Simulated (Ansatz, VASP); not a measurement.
**Ge: VASP beside Ansatz**

```
CELL_PARAMETERS angstrom
4.03036 0.00000 0.00000
-2.01518 3.49039 0.00000
0.00000 0.00000 18.11347
ATOMIC_POSITIONS crystal
Ge 0.33333 0.66667 0.38645
Ge 0.00000 0.00000 0.43187
Ge 0.00000 0.00000 0.57618
Ge 0.66667 0.33333 0.61824
```

Alike in both runs: functional PBE; dispersion D3(BJ); k mesh 9 × 9 × 1; occupations gaussian, width 0.1 eV; no spin polarisation.

Ansatz relaxed the structure, and its values are those at the end. VASP's run is a single point on that final structure, the one shown.

|  | VASP | Ansatz |
| --- | --- | --- |
| version | VASP 6.6.1 | Ansatz 0.2.0 |
| potentials or method | VASP PAW PBE potentials, release 64 (Ge_d) | scalar-relativistic, plane waves, PAW |
| plane-wave cutoff (eV) | 520 | 420 |
| valence electrons in the cell | 56 | 56 |

```tsv
	VASP	Ansatz	Ansatz less VASP
gap on the k mesh at the Fermi level (eV)	none	none	-
rms of the force components (eV/Å)	0.092	0.092	-0.0001
work function, face that differs most (eV)	4.62	4.62	-0.002
```

A gap of «none» marks a metal or a gap that the smearing closes.
